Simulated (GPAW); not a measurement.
Write an ASE script for GPAW 26.7.0 that does the following.

```
Task                : band structure
Functional          : r2SCAN
Potentials or basis : GPAW PAW data sets (gpaw-data 1.2.1)
Cutoff              : 800 eV
Basis               : pw
k mesh              : 8 × 8 × 8
Occupations         : fermi-dirac, width 0.05 eV
Spin                : collinear spin, ferromagnetic start
Starting moments    : [1.0, 0.0] μB
Hubbard terms       : Ni d U = 5 eV
Maxiter             : 150
Band path           : GXWKGLUWLK,UX
Band points         : 100
```

The structure of NiO lies in POSCAR:

```
NiO
1.0
    0.0000000000      2.0859016414      2.0859016414
    2.0859016414      0.0000000000      2.0859016414
    2.0859016414      2.0859016414      0.0000000000
Ni O
1 1
Direct
    0.0000000000      0.0000000000      0.0000000000
    0.5000000000      0.5000000000      0.5000000000
```

These files were run (other wordings do the same):

run.py

```python
from ase.dft.bandgap import bandgap
from ase.io import read, write
from ase.units import GPa
from gpaw import GPAW, PW

atoms = read('POSCAR')
atoms.set_initial_magnetic_moments([1.0, 0.0])

calc = GPAW(mode=PW(800),
            xc='MGGA_X_R2SCAN+MGGA_C_R2SCAN',
            kpts={'size': (8, 8, 8), 'gamma': True},
            occupations={'name': 'fermi-dirac', 'width': 0.05},
            setups={'Ni': ':d,5.0'},
            nbands=22,
            convergence={'density': 1e-05, 'energy': 1e-05},
            maxiter=150,
            txt='gpaw.txt')
atoms.calc = calc
energy = atoms.get_potential_energy()
forces = atoms.get_forces()
stress = atoms.get_stress()
calc.write('gs.gpw')
write('result.traj', atoms)
print(f'Energy: {energy:.6f} eV')
print('Forces (eV/A):')
print(forces.round(4))
print('Stress (GPa):', (stress / GPa).round(3))
print('Moments:', calc.get_magnetic_moments().round(3))
print('Fermi level:', round(calc.get_fermi_level(), 4), 'eV')
print(f'Gap: {bandgap(calc)[0]:.4f} eV, direct: {bandgap(calc, direct=True)[0]:.4f} eV')

path = atoms.cell.bandpath('GXWKGLUWLK,UX', npoints=100, eps=1e-4)
bs_calc = calc.fixed_density(kpts=path, symmetry='off', nbands=31,
                             convergence={'bands': 'CBM+6.0', 'eigenstates': 1e-6}, txt='bands.txt')
bs = bs_calc.band_structure()
bs.write('bs.json')
print(f'Gap on the path: {bandgap(bs_calc)[0]:.4f} eV')
```

Potentials or basis: GPAW PAW data sets (gpaw-data 1.2.1), pw.

Command:

```bash
$ OMP_NUM_THREADS=1 python run.py
```

It gave:

```json
{
  "Pressure": "10.5 GPa",
  "Band gap on the k mesh": "2.87 eV, indirect (least direct gap 4.34 eV)",
  "Band gap along the path": "2.87 eV, indirect (least direct gap 4.34 eV)",
  "Net moment": "2.00 μB per cell",
  "Site moments": "Ni +1.83; O +0.13 μB"
}
```

Caveat: the stock nickel data set gives pressures a few GPa off other programs; the PAW data sets were made with another functional, which shifts forces and pressure a little; a cell with one magnetic atom can't hold antiferromagnetic order, which such compounds often take.

Wall time 3.3 min on 1 thread of Arm Neoverse V1, on a shared host, peak memory 0.39 GiB.
